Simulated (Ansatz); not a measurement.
Consider BaTe in the rock salt structure (space group Fm-3m, No. 225).

```yaml
crystal:
  lattice:
    - [0.00000, 3.47069, 3.47069]
    - [3.47069, 0.00000, 3.47069]
    - [3.47069, 3.47069, 0.00000]
  atoms:
    - { symbol: Ba, position: [0.00000, 0.00000, 0.00000] }
    - { symbol: Te, position: [0.50000, 0.50000, 0.50000] }
```

Cartesian axes are those of the cell as printed.

Method: Ansatz (an electronic-structure program) PBEsol, no SOC.

Now apply this change: uniaxial strain ε_zz = +1.50 %, all other strain components held at zero, atoms relaxed at fixed cell.

Q: Predict the stress tensor and what it implies for the stiffness.

A: Stress of the strained cell less that of the base (GPa, compression positive):
```
  -0.13    0.00    0.00
   0.00   -0.13    0.00
   0.00    0.00   -1.06
```

Then −Δσ_ii/ε with ε = 0.0150 gives secant stiffness values (nonlinear terms included at this strain): C33 ≈ 71 GPa.

Whether these cells are dynamically stable was not tested.
